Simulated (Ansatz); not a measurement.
MnS:

```
Mn S
1.0
     0.00000    2.47346    2.47346
     2.47346    0.00000    2.47346
     2.47346    2.47346    0.00000
Mn S
1 1
Direct
  0.00000 0.00000 0.00000
  0.75000 0.75000 0.75000
```

The cell is a database's computed one.

| Quantity | Value |
| --- | --- |
| Program | Ansatz 0.2.0 |
| Task | relaxation of cell and atoms |
| Functional | PBEsol |
| Potentials or basis | all-electron LAPW, scalar-relativistic |
| Basis error allowed | 0.001 eV/atom |
| k mesh | 9 × 9 × 9 |
| Occupations | fermi-dirac, width 0.05 eV |
| Spin | collinear spin, ferromagnetic start |
| Starting moments | [4.0, 0.0] μB |

At the start: volume 15.13 Å³/atom.

Task: Where does the relaxation end?

Result: Over 4 steps the energy falls by 3.0 meV/atom and the volume is 14.82 Å³/atom (-2.1 %); space group F-43m (No. 216, to 0.05 Å); moment 0.22 μB per cell.

The path:
| step | energy change (eV) | largest force (eV/Å) | volume (Å³) |
| --- | --- | --- | --- |
| 1 | 0.0000 | 0.0000 | 30.27 |
| 2 | -0.0052 | 0.0000 | 29.86 |
| 3 | -0.0060 | 0.0000 | 29.63 |
| 4 | -0.0060 | 0.0000 | 29.63 |

Final structure:
```xyz
2
Lattice="0.0000 2.4561 2.4561 2.4561 0.0000 2.4561 2.4561 2.4561 0.0000" Properties=species:S:1:pos:R:3 pbc="T T T"
Mn    0.0000    0.0000    0.0000
S     3.6841    3.6841    3.6841
```

Caveat: the moment fell far below its start of 4 μB, so a state of higher moment may lie lower in energy; the starting moments weren't kept.
